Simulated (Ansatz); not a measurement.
# MgB2: the cost of one run

Method: DFT PBE, scalar-relativistic, plane waves, PAW, in Ansatz 0.2.0.

**1. The system as given**

The structure is tetragonal, space group P4_2/nmc (No. 137). The conventional cell has a = 3.451 Å, b = 3.451 Å, c = 4.969 Å, α = 90.00°, β = 90.00°, γ = 90.00°. Mg (site symmetry -4m2) is surrounded by 8 B at 2.00 to 2.27 Å. Around B (site symmetry 2mm) lie 4 Mg at 2.00 to 2.27 Å.

As a file:

```
Mg B
1.0
     3.45130    0.00000    0.00000
     0.00000    3.45130    0.00000
     0.00000    0.00000    4.96854
Mg B
2 4
Cartesian
  0.0000 0.0000 0.0000
  1.7256 1.7256 2.4843
  0.0000 1.7256 1.0086
  0.0000 1.7256 3.4929
  1.7256 0.0000 1.4757
  1.7256 0.0000 3.9599
```

(A quick probe on a coarse mesh, which set the mesh and smearing, is not shown.)

**3. Coarse relaxation**

Input file input.yaml:

```yaml
crystal:
  lattice:
    - [3.4512973841, 0.0, 0.0]
    - [0.0, 3.4512973841, 0.0]
    - [0.0, 0.0, 4.9685399621]
  atoms:
    - { symbol: Mg, position: [0.0, 0.0, 0.0] }
    - { symbol: Mg, position: [0.5, 0.5, 0.5] }
    - { symbol: B, position: [0.0, 0.5, 0.203] }
    - { symbol: B, position: [0.0, 0.5, 0.703] }
    - { symbol: B, position: [0.5, 0.0, 0.297] }
    - { symbol: B, position: [0.5, 0.0, 0.797] }
basis:
  ecutwfc: 420
kpoints:
  mp_grid: { grid: [6, 6, 4] }
hamiltonian:
  xc: pbe
scf:
  occupations: { method: gaussian, width: 0.1 }
  lower_state_search: "off"
output:
  forces: true
  stress: true
  eigenvalues: true
relax:
  adjacent_minimum: "off"
  f_tol: 0.04
  max_steps: 70
  cell: { stress_tol: 0.4 }
```

Run with:

```sh
> ansatz run input.yaml --threads 1 --pin off --max-ram 2560MiB --backend cpu --events-out ev --progress --plain --runs-dir out
```

**Question.** How long does this run take on 1 thread of Intel Xeon 6975P-C (Granite Rapids), shared host, and how much memory does it need?

About 25 s, with a peak of 0.36 GiB.
